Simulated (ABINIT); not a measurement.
Input of an ABINIT 10.8.3 (patched build) run:

File run.abi:

```
pp_dirpath "./"
pseudos "Ge.upf"

acell 2.8447101966 2.8447101966 2.61326975 Angstrom
rprim
     0.5000052525    -0.8660223713     0.0000000000
     0.5000052525     0.8660223713     0.0000000000
     0.0000000000     0.0000000000     1.0000000000
ntypat 1
znucl 32
natom 1
typat 1
xcart
     1.4223700400     0.0000000000     0.0000000000 Angstrom
chkprim 0
chksymtnons 0
tolsym 1.0e-6

ecut 1061.244064 eV

kptopt 1
ngkpt 8 8 8
nshiftk 1
shiftk 0.0 0.0 0.0

ixc -116133

nband 11
occopt 3
tsmear 0.05 eV

nstep 100
tolvrs 1.0e-10

iomode 3
prtwf 0
prtden 0
prteig 0
prtebands 0
```

Potentials or basis: PseudoDojo NC SR PBEsol v0.4.1 standard.

The run is started by

```sh
$ mpirun --bind-to none -np 4 abinit run.abi > log 2>&1
```

What does it give for the pressure?

0.0 GPa.

Estimate the band gap on the k mesh.

none (metal or under the smearing width).
